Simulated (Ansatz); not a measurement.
# Pt (P6_3/mmc) in Ansatz: further runs, part 2 of 2

Ansatz 0.2.0.

### Step 5. Overview

| cell | target pressure (GPa) | gap on the mesh (eV) | pressure (GPa) |
| --- | --- | --- | --- |
| relaxed to 5 GPa | 5 | none | 5.0 |
| relaxed to 10 GPa | 10 | none | 10.0 |
| relaxed to 20 GPa | 20 | none | 20.0 |

Alike in all rows: task relaxation of cell and atoms; level PBE; potentials or basis Ansatz PAW; no spin polarisation; k mesh 11 × 11 × 6; cutoff (eV) 420; smearing fermi-dirac 0.05 eV.

Caveats: the plane-wave basis is chosen anew once the cell has moved, so the energies of steps on either side of that aren't comparable.

Absolute energies hang on the potentials; compare differences alone.
